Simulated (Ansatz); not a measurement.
# ZrS2: the cost of one run

Method: DFT PBEsol, scalar-relativistic, plane waves, PAW, in Ansatz 0.2.0.

2 further runs of the same task are left out: 2 set aside as unsound or not needed.

## 1. The starting structure

Symmetry: P-3m1, No. 164, trigonal system. The conventional cell has a = 3.627 Å, b = 3.627 Å, c = 5.887 Å, α = 90.00°, β = 90.00°, γ = 120.00°. Around Zr (site symmetry -3m) lie 6 S at 2.55 Å. S (site symmetry 3m) has 3 Zr at 2.55 Å in its first shell of neighbours.

Coordinates:

```
Zr S
1.0
     3.62737    0.00000    0.00000
    -1.81369    3.14140    0.00000
     0.00000    0.00000    5.88676
Zr S
1 2
Direct
  0.00000 0.00000 0.00000
  0.66667 0.33333 0.75316
  0.33333 0.66667 0.24684
```

It goes back to an entry of the Materials Project.

It is the result of an earlier relaxation at this level (volume 22.36 Å³/atom; gap on the mesh: 0.77 eV).

The unstrained cell comes from an earlier run at this level (3 atoms, E(σ→0) -5903.1556 eV, gap 0.76 eV over the zone).

## 2. At -1.0 %

The input, input.yaml:

```yaml
crystal:
  lattice:
    - [3.5910983682, 0.0, 0.0]
    - [-1.7955491841, 3.149249869, 0.0]
    - [0.0, 0.0, 5.9014778122]
  atoms:
    - { symbol: Zr, position: [0.0, 0.0, 0.0] }
    - { symbol: S, position: [0.6666666667, 0.3333333333, 0.7531560895] }
    - { symbol: S, position: [0.3333333333, 0.6666666667, 0.2468439105] }
basis:
  ecutwfc: 420
kpoints:
  mp_grid: { grid: [12, 12, 6] }
hamiltonian:
  xc: pbesol
scf:
  occupations: { method: gaussian, width: 0.02 }
output:
  forces: true
  stress: true
  eigenvalues: true
relax:
  adjacent_minimum: "off"
  f_tol: 0.008
  max_steps: 40
  cell: { stress_tol: 0.015, fix: [a, angles] }
```

On the command line:

```bash
$ ansatz run input.yaml --threads 1 --pin off --max-ram 2560MiB --backend cpu --events-out ev --progress --plain --runs-dir out
```

What time and memory should one allow on 1 thread of Intel Xeon Platinum 8259CL at 2.50GHz (Skylake/Cascade Lake), shared host?

About 2.2 min, with a peak of 0.74 GiB.
